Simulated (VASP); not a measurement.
Input of a VASP 6.6.1 run:

INCAR

```
SYSTEM = Os
PREC = Accurate
ENCUT = 520
EDIFF = 1E-6
ISMEAR = -1
SIGMA = 0.1
LREAL = .False.
LASPH = .True.
NELM = 80
ALGO = Fast
ISIF = 2
LWAVE = .False.
LCHARG = .True.
GGA = PS
LELF = .True.
LVHAR = .True.
NBANDS = 10
```

The input KPOINTS:

```
regular mesh
0
Gamma
  23 23 23
  0 0 0
```

The input POSCAR:

```
Os
1.0
    0.0000000000      1.9109483252      1.9109483252
    1.9109483252      0.0000000000      1.9109483252
    1.9109483252      1.9109483252      0.0000000000
Os
1
Direct
    0.0000000000      0.0000000000      0.0000000000
```

Potentials or basis: VASP PAW PBE potentials, release 64 (Os).

The run is started by

```sh
$ cat potpaw_PBE.64/Os/POTCAR > POTCAR
$ mpirun -np 1 vasp_std > vasp.out
```

(1) Predict the band gap on the k mesh.

(2) What does it give for the pressure?

Answers

(1) none (metal or under the smearing width).

(2) 0.3 GPa.

Caveat: the PAW data sets were made with another functional, which shifts forces and pressure a little.
